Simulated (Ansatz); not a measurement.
Runs of Ansatz 0.2.0 on SiO2. Symmetry: P4_32_12, No. 96, tetragonal system. Conventional cell: a = 4.976 Å, b = 4.976 Å, c = 6.901 Å, α = 90.00°, β = 90.00°, γ = 90.00°. Si (site symmetry 2) has 4 O at 1.61 Å as nearest neighbours. Around O (site symmetry 1) lie 2 Si at 1.61 Å. The cell comes from a database or a generator and needn't be the stable form of this composition.

| task | level | cell | k mesh | cutoff (eV) | gap on the mesh (eV) | pressure (GPa) | relaxed volume (Å³/atom) | largest force (eV/Å) |
| --- | --- | --- | --- | --- | --- | --- | --- | --- |
| relaxation of cell and atoms | PBE | relaxed | 6 × 6 × 4 | 420 | 5.51 | 0.0 | (b) | - |
| single point | PBE | as given | 8 × 8 × 6 | 420 | 5.73 | 4.8 | - | 0.28 |
| relaxation of cell and atoms | r2SCAN+rVV10 | relaxed | 6 × 6 × 4 | 500 | (a) | 0.0 | 13.46 | 0.01 |
| single point | PBE | as given | 6 × 6 × 4 | 500 | 5.73 | 4.8 | - | 0.28 |
| relaxation of cell and atoms | RPBE+D3(BJ) | relaxed | 6 × 6 × 4 | 420 | 5.95 | 0.0 | 12.49 | - |

Alike in all rows: potentials or basis Ansatz PAW; no spin polarisation; smearing fermi-dirac 0.05 eV.

Task: Fill in the values left out.

Result: (a) 6.35; (b) 15.28.

Caveats: the plane-wave basis is chosen anew once the cell has moved, so the energies of steps on either side of that aren't comparable (some runs); the PAW data sets come from PBE, with cores solved anew for the run's functional, which leaves a small shift of forces and pressure (some runs).

A k mesh can miss the band edges.
